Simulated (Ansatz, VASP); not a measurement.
MgB: VASP beside Ansatz

INCAR

```
PREC     = Accurate       # precision mode
ENCUT    = 520            # plane-wave cutoff, eV
EDIFF    = 1E-7           # SCF threshold, eV
ISMEAR   = -1             # smearing method
SIGMA    = 0.05           # smearing width, eV
LREAL    = False          # projectors in reciprocal space
LASPH    = True           # aspherical terms in the spheres
NELM     = 80             # most SCF steps
ALGO     = Normal         # electronic algorithm
ISIF     = 2              # what is computed and relaxed
LWAVE    = False          # write WAVECAR
LCHARG   = False          # write CHGCAR
GGA      = PE             # functional
NBANDS   = 10             # bands
```

Contents of KPOINTS:

```
regular mesh
0
Gamma
  9 9 9
```

POSCAR

```
MgB
1.0
    2.9519320628      0.0000000000      0.0000000000
    0.0000000000      2.9519320628      0.0000000000
    0.0000000000      0.0000000000      2.9519320628
Mg B
1 1
Direct
    0.0000000000      0.0000000000      0.0000000000
    0.5000000000      0.5000000000      0.5000000000
```

input.yaml

```yaml
crystal:
  lattice:
    - [2.9519320628, 0.0, 0.0]
    - [0.0, 2.9519320628, 0.0]
    - [0.0, 0.0, 2.9519320628]
  atoms:
    - { symbol: Mg, position: [0.0, 0.0, 0.0] }
    - { symbol: B, position: [0.5, 0.5, 0.5] }
kpoints:
  mp_grid: { grid: [9, 9, 9] }
scf:
  occupations: { method: fermi_dirac, width: 0.05 }
hamiltonian:
  xc: pbe
  pseudopotentials: { kind: all_electron, lapw: { basis_error: 0.0005 } }
output:
  forces: true
  stress: true
  eigenvalues: true
```

Change from the starting cell: volume scaled by 1.06.

Alike in both runs: task single point; functional PBE; k mesh 9 × 9 × 9; occupations fermi-dirac, width 0.05 eV; no spin polarisation.

|  | VASP | Ansatz |
| --- | --- | --- |
| version | VASP 6.6.1 | Ansatz 0.2.0 |
| potentials or method | VASP PAW PBE potentials, release 64 (Mg, B) | all-electron LAPW, scalar-relativistic |
| plane-wave cutoff (eV) | 520 | see its input |

Ansatz gave:

- gap on the k mesh at the Fermi level (eV): none
- pressure (GPa): -4.3

Q: What did VASP give for the same quantities?

A: gap on the k mesh at the Fermi level (eV): none; pressure (GPa): -4.5.

A gap of «none» marks a metal or a gap that the smearing closes. Ansatz ran all-electron here, so the differences hold the error of VASP's frozen core and of both bases.
